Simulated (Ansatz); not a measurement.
Wanted: the native input for an Ansatz 0.2.0 run.

| Property | Result |
| --- | --- |
| Task | single point |
| Functional | PBEsol |
| Potentials or basis | Ansatz PAW |
| Cutoff | 420 eV (not typed: the program's choice for these potentials) |
| k mesh | 9 × 9 × 5 |
| Occupations | fermi-dirac, width 0.05 eV |
| Spin | collinear spin, ferromagnetic start |
| Starting moments | [3.0, 3.0] μB |
| Fixed moment | 6 μB |

The system is Cr.

```
CELL_PARAMETERS angstrom
2.71400 0.00000 0.00000
-1.35700 2.35039 0.00000
0.00000 0.00000 4.41000
ATOMIC_POSITIONS crystal
Cr 0.66667 0.33333 0.75000
Cr 0.33333 0.66667 0.25000
```

This isn't the form of Cr at room conditions, which is bcc.

The input as run:

input.yaml

```yaml
crystal:
  lattice:
    - [2.714, 0.0, 0.0]
    - [-1.357, 2.3503929459, 0.0]
    - [0.0, 0.0, 4.41]
  atoms:
    - { symbol: Cr, position: [0.6666666667, 0.3333333333, 0.75], spin: 3.0 }
    - { symbol: Cr, position: [0.3333333333, 0.6666666667, 0.25], spin: 3.0 }
hamiltonian:
  xc: pbesol
  pseudopotentials: { kind: paw }
magnetization:
  spin_polarized: true
  initial_magnetization: 6.0
  spin_locking: { lock_magnetization: hard }
kpoints:
  mp_grid: { grid: [9, 9, 5] }
scf:
  occupations: { method: fermi_dirac, width: 0.05 }
  lower_state_search: "off"
output:
  forces: true
  stress: true
  eigenvalues: true
```

Potentials or basis: Ansatz PAW.

The run is started by

```console
$ ansatz run input.yaml --threads 2 --pin off --max-ram 5632MiB --backend cpu --events-out ev --progress --plain --runs-dir out
```

Results of the run:

* Pressure: 0.8 GPa
* Net moment: 6.00 μB per cell
* Absolute moment: 6.00 μB per cell
* Site moments: Cr +2.70 μB

Caveat: the total moment is fixed, so each spin has its own Fermi level; the PAW data sets come from PBE, with cores solved anew for the run's functional, which leaves a small shift of forces and pressure; the thresholds are loose for stress.

Wall time 1.5 s on 2 threads of Arm Neoverse V1, on a shared host, peak memory 0.28 GiB.
